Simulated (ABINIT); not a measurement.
Runs of ABINIT 10.8.3 (patched build) on Zn. It takes space group P6_3/mmc (No. 194, hexagonal). Conventional cell: a = 2.670 Å, b = 2.670 Å, c = 4.966 Å, α = 90.00°, β = 90.00°, γ = 120.00°. Zn (site symmetry -6m2) has 12 Zn at 2.67 to 2.92 Å as nearest neighbours. 

```tsv
task	potentials or basis	cell	k mesh	cutoff (eV)	smearing	cutoff smearing ecutsm (Ha)	stop of the response cycle (tolvrs)	acoustic sum rule (asr)	cell freedom (optcell)	optimiser (ionmov)	gap on the mesh (eV)	pressure (GPa)
single point	PseudoDojo NC SR PBEsol v0.4.1 standard	cell relaxed	8 × 8 × 4	1143	fermi-dirac 0.05 eV	-	-	-	-	-	none	0.0
phonons	PseudoDojo NC SR PBEsol v0.4.1 standard	cell relaxed at zero pressure by an earlier run	12 × 12 × 8	1143	gaussian 0.136 eV	0.5	1e-09	1	-	-	none	-0.3
relaxation of cell and atoms	PseudoDojo NC SR PBEsol v0.4.1 standard	relaxed	8 × 8 × 4	1143	fermi-dirac 0.05 eV	0.5	-	-	2	2	none	0.0
optical spectrum	PseudoDojo NC SR PBEsol v0.4 stringent	as given	18 × 18 × 10, shifted	1034	fermi-dirac 0.1 eV	-	-	-	-	-	-	(a)
single point	PseudoDojo NC SR PBEsol v0.4 stringent	as given	8 × 8 × 4	1034	fermi-dirac 0.05 eV	-	-	-	-	-	none	-6.7
```

Alike in all rows: level PBEsol; no spin polarisation.

**Question.** Fill in the values left out.

**Answer.** (a) -7.0.

Caveats: the intraband (Drude) term is left out (some runs); spectra need much finer meshes, so this one isn't converged (some runs); independent-particle spectra lack excitons (some runs).

A gap of «none» marks a metal or a gap under the smearing width.
